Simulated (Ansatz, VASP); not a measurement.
Bi in VASP and in Ansatz

File INCAR:

```
SYSTEM = Bi
PREC = Accurate
ENCUT = 520
EDIFF = 1E-6
ISMEAR = -1
SIGMA = 0.1
LREAL = .False.
LASPH = .True.
NELM = 60
ALGO = Normal
ISIF = 2
LWAVE = .False.
LCHARG = .False.
GGA = PE
NBANDS = 22
```

Contents of KPOINTS:

```
Automatic mesh
0
Gamma
  12 12 6
  0 0 0
```

The input POSCAR:

```
Bi
1.0
    3.6782754276      0.0000000000      0.0000000000
   -1.8391377138      3.1854799624      0.0000000000
    0.0000000000      0.0000000000      6.0468905212
Bi
2
Direct
    0.3333333333      0.6666666667      0.2500000000
    0.6666666667      0.3333333333      0.7500000000
```

Input for Ansatz:

```yaml
crystal:
  lattice:
    - [3.6782754276, 0.0, 0.0]
    - [-1.8391377138, 3.1854799624, 0.0]
    - [0.0, 0.0, 6.0468905212]
  atoms:
    - { symbol: Bi, position: [0.3333333333, 0.6666666667, 0.25] }
    - { symbol: Bi, position: [0.6666666667, 0.3333333333, 0.75] }
hamiltonian:
  xc: pbe
  pseudopotentials:
    kind: paw
    azcp:
      Bi: "pseudopotentials/Bi.paw.azcp"
basis:
  ecutwfc: 420
  fft_grid_basis: typed
kpoints:
  mp_grid: { grid: [12, 12, 6], shift: [0, 0, 0] }
magnetization:
  spin_polarized: false
scf:
  occupations: { method: fermi_dirac, width: 0.1 }
  lower_state_search: "off"
output:
  stress: true
```

Alike in both runs: task single point; functional PBE; k mesh 12 × 12 × 6; occupations fermi-dirac, width 0.1 eV; no spin polarisation.

```csv
,VASP,Ansatz
version,VASP 6.6.1,Ansatz 0.2.0
potentials or method,"VASP PAW PBE potentials, release 64 (Bi_d)","plane waves (420 eV) with PAW, scalar-relativistic"
plane-wave cutoff (eV),520,420
valence electrons in the cell,30,30
```

Ansatz gave:

```
pressure (GPa)                                  : -4.6
largest component of the traceless stress (GPa) : 0.57
```

Problem. What did VASP give for the same quantities?

Solution. Pressure (GPa): -4.7; largest component of the traceless stress (GPa): 0.57.
